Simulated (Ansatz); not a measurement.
Is this SnTe structure stable?

It was reached by relaxing an invented guess, and it needn't be the stable form of this composition.

Method: DFT PBE, scalar-relativistic, plane waves, PAW (Ansatz 0.2.0). The final run on the 4-atom cell used 420 eV, a Γ-centred 12×12×6 mesh, 0.10 eV smearing and no spin polarisation.

Space group P6_3mc (No. 186). a = 4.399 Å, b = 4.399 Å, c = 8.350 Å, α = 90.00°, β = 90.00°, γ = 120.00°
```
atom  site  symmetry       x       y       z
  Sn    2a       3m. 0.0000  0.0000  0.9763
  Te    2b       3m. 0.3333  0.6667  0.7736
```

Energies over the elements count from the elements' standard structures at the same level, with no fitted energy shifts. The references include grey tin.

Task: These tests were run: energy against the elements; phonons at Γ. What do they show?

Result:

```json
{"test": "energy against the elements", "result": "−0.24 eV/atom"}
{"test": "phonons at Γ", "result": "lowest optical mode 39 cm⁻¹"}
```

It fails none of these tests. Other phases of the system weren't compared here, so this isn't yet thermodynamic stability. Phonons away from Γ weren't computed.

These runs have no spin–orbit coupling, which can matter for Te. The reference form of Te is held partly by dispersion forces, which this level lacks. The run for the phonons used a 12×12×6 k mesh and Fermi–Dirac smearing of 0.15 eV.
